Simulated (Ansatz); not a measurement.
# B started on an N site in zincblende BN, 64 atoms, charge +2

Wanted: geometry, formation energy and gap levels of the defect, compared across PBEsol and HSE06.

Program: Ansatz 0.2.0, PAW, plane waves. These are calculated values, not measurements.

## (1) The starting cell

64 atoms (33 B, 31 N); a = 7.212 Å, b = 7.212 Å, c = 7.212 Å, α = 90.00°, β = 90.00°, γ = 90.00°. All atoms were shaken off their sites by about 0.02 Å along each axis. Defect site 1: (0.625, 0.625, 0.625).

The runs, in order: (2) PBEsol relaxation at the single k point (¼, ¼, ¼), on 7 threads of Arm Neoverse-V2; (3) HSE06 single point at the single k point (¼, ¼, ¼), on 7 threads of Arm Neoverse-V2.

## (2) Relaxing the atoms with PBEsol

The input, in.yaml:

```yaml
crystal:
  lattice:
    - [7.211591, 0.000000, 0.000000]
    - [0.000000, 7.211591, 0.000000]
    - [0.000000, 0.000000, 7.211591]
  atoms:
    - { symbol: B, position: [0.996132, 0.995917, 0.001513] }
    - { symbol: B, position: [0.996032, 0.995790, 0.497077] }
    - { symbol: B, position: [0.999309, 0.500112, 0.996148] }
    - { symbol: B, position: [0.002721, 0.505172, 0.501183] }
    - { symbol: B, position: [0.497955, 0.999314, 0.996476] }
    - { symbol: B, position: [0.500423, 0.002631, 0.501691] }
    - { symbol: B, position: [0.503139, 0.501525, 0.998391] }
    - { symbol: B, position: [0.499858, 0.495315, 0.498551] }
    - { symbol: B, position: [0.628231, 0.626233, 0.627131] }
    - { symbol: B, position: [0.250035, 0.249653, 0.998177] }
    - { symbol: B, position: [0.248810, 0.249895, 0.498374] }
    - { symbol: B, position: [0.255512, 0.746331, 0.997641] }
    - { symbol: B, position: [0.248643, 0.750232, 0.503150] }
    - { symbol: B, position: [0.746859, 0.251682, 0.999712] }
    - { symbol: B, position: [0.750068, 0.249971, 0.500597] }
    - { symbol: B, position: [0.756943, 0.748118, 0.004555] }
    - { symbol: B, position: [0.747092, 0.751670, 0.502346] }
    - { symbol: B, position: [0.248521, 0.006144, 0.252526] }
    - { symbol: B, position: [0.247275, 0.000160, 0.744756] }
    - { symbol: B, position: [0.253649, 0.494397, 0.249492] }
    - { symbol: B, position: [0.247724, 0.504422, 0.748864] }
    - { symbol: B, position: [0.747784, 0.999821, 0.246399] }
    - { symbol: B, position: [0.747206, 0.002339, 0.754375] }
    - { symbol: B, position: [0.751551, 0.499963, 0.248940] }
    - { symbol: B, position: [0.748629, 0.498609, 0.751888] }
    - { symbol: B, position: [0.003975, 0.249527, 0.244191] }
    - { symbol: B, position: [0.995672, 0.248457, 0.754733] }
    - { symbol: B, position: [0.998574, 0.756057, 0.248199] }
    - { symbol: B, position: [0.006016, 0.750314, 0.748462] }
    - { symbol: B, position: [0.504452, 0.248891, 0.246884] }
    - { symbol: B, position: [0.503786, 0.254552, 0.746681] }
    - { symbol: B, position: [0.500984, 0.751663, 0.252483] }
    - { symbol: B, position: [0.503675, 0.748922, 0.751697] }
    - { symbol: N, position: [0.125300, 0.123863, 0.123886] }
    - { symbol: N, position: [0.129678, 0.124948, 0.625692] }
    - { symbol: N, position: [0.122291, 0.628183, 0.124343] }
    - { symbol: N, position: [0.124778, 0.623883, 0.625718] }
    - { symbol: N, position: [0.625691, 0.127067, 0.125675] }
    - { symbol: N, position: [0.627414, 0.128351, 0.626312] }
    - { symbol: N, position: [0.628102, 0.625874, 0.128798] }
    - { symbol: N, position: [0.369411, 0.373533, 0.124197] }
    - { symbol: N, position: [0.372260, 0.375096, 0.622895] }
    - { symbol: N, position: [0.372815, 0.870926, 0.126646] }
    - { symbol: N, position: [0.375361, 0.876422, 0.620630] }
    - { symbol: N, position: [0.875391, 0.379049, 0.121804] }
    - { symbol: N, position: [0.878542, 0.376184, 0.623213] }
    - { symbol: N, position: [0.876409, 0.874688, 0.127534] }
    - { symbol: N, position: [0.880667, 0.875996, 0.623787] }
    - { symbol: N, position: [0.372785, 0.123210, 0.370921] }
    - { symbol: N, position: [0.375764, 0.125096, 0.880404] }
    - { symbol: N, position: [0.373759, 0.621580, 0.373996] }
    - { symbol: N, position: [0.375710, 0.626054, 0.877173] }
    - { symbol: N, position: [0.874442, 0.125277, 0.375592] }
    - { symbol: N, position: [0.875328, 0.126781, 0.871052] }
    - { symbol: N, position: [0.869582, 0.624537, 0.376001] }
    - { symbol: N, position: [0.872622, 0.622835, 0.869477] }
    - { symbol: N, position: [0.125773, 0.372738, 0.376398] }
    - { symbol: N, position: [0.119962, 0.376054, 0.877367] }
    - { symbol: N, position: [0.127438, 0.872129, 0.378374] }
    - { symbol: N, position: [0.125687, 0.876121, 0.871661] }
    - { symbol: N, position: [0.629896, 0.376266, 0.377072] }
    - { symbol: N, position: [0.624029, 0.379532, 0.875993] }
    - { symbol: N, position: [0.627377, 0.872725, 0.378430] }
    - { symbol: N, position: [0.628398, 0.876555, 0.874642] }
  symmetry: { detect: false }
kpoints:
  mp_grid: { grid: [1, 1, 1], shift: [0.25, 0.25, 0.25] }
hamiltonian:
  xc: pbesol
total_charge: 2
scf:
  occupations: { method: fermi_dirac, width: 0.01 }
relax:
  f_tol: 0.03
  max_steps: 80
  escape_saddle: false
  adjacent_minimum: "off"
output:
  forces: true
  eigenvalues: true
  populations: true
  charged_corrections: { epsilon: 7.1 }
```

On the command line:

```console
ansatz run in.yaml --threads 7 --pin off --max-ram 13300MiB --runs-dir r --events-out ev --progress --plain
```

The runs that follow: HSE06 single point.

What does the calculation give? Wanted: for each run, formation energy; host gap; top filled to lowest empty.

As calculated:

| level | time | formation energy (eV) | host gap (eV) | top filled to lowest empty (eV) |
| --- | --- | --- | --- | --- |
| PBEsol, relaxation | 46 s (7 CPU threads) | 7.35 | 4.26 | 1.10 |
| HSE06 | 53 s (7 CPU threads) | 6.36 | 5.81 | 2.18 |

```
     quantity                              value
   relaxation  15 recorded steps, 3.85 eV gained
largest shift                       0.24 Å (B33)
```

**In words.** Relaxation gains 3.85 eV, with shifts up to 0.24 Å (B33). The formation energy at E_F = VBM goes from 7.35 eV (PBEsol) to 6.36 eV (HSE06), as the host gap goes from 4.26 to 5.81 eV. The reservoirs are the elements' reference phases; where the defect changes the composition, the value depends on that choice. HSE06 puts 2 localised levels over 0.1 eV inside the gap, at 2.17 (empty), 2.61 (empty) eV, the tightest of them shared by about 7 atoms. The host's edges were read at Γ, so band-like levels at this k point need not coincide with them. Finite-cell errors of some tenths of an eV remain in such numbers. The dielectric constant of 7.1 in the correction is an assumed value.
